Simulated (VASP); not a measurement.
Input of a VASP 6.6.1 run:

File INCAR:

```
PREC     = Accurate       # precision mode
ENCUT    = 600            # plane-wave cutoff, eV
EDIFF    = 1E-7           # SCF threshold, eV
ISMEAR   = 1              # smearing method
SIGMA    = 0.1            # smearing width, eV
LREAL    = F              # projectors in reciprocal space
LASPH    = T              # aspherical terms in the spheres
NELM     = 80             # most SCF steps
ALGO     = Normal         # electronic algorithm
ISIF     = 3              # what is computed and relaxed
LWAVE    = F              # write WAVECAR
LCHARG   = F              # write CHGCAR
GGA      = PS             # functional
IBRION   = 2              # ionic algorithm
NSW      = 90             # ionic steps
EDIFFG   = -0.005         # ionic threshold
```

File KPOINTS:

```
Automatic mesh
0
Gamma
  16 16 16
```

Contents of POSCAR:

```
W                                       
1.0
   -1.5776893475      1.5776893475      1.5776893475
    1.5776893475     -1.5776893475      1.5776893475
    1.5776893475      1.5776893475     -1.5776893475
  W             
     1
Direct
     0.0000000000000000    0.0000000000000000    0.0000000000000000
```

Potentials or basis: VASP PAW PBE potentials, release 64 (W_sv).

The run is started by

```console
$ cat potpaw_PBE.64/W_sv/POTCAR > POTCAR
$ mpirun -np 1 vasp_std > vasp.out
```

(1) Estimate the relaxed cell.

(2) What does it give for the band gap on the k mesh?

(3) Predict the relaxed volume.

Results:

(1) a = 2.732 Å, b = 2.732 Å, c = 2.732 Å, α = 109.47°, β = 109.47°, γ = 109.47°.

(2) none (metal or under the smearing width).

(3) 15.71 Å³/atom.

Caveat: the PAW data sets were made with another functional, which shifts forces and pressure a little.
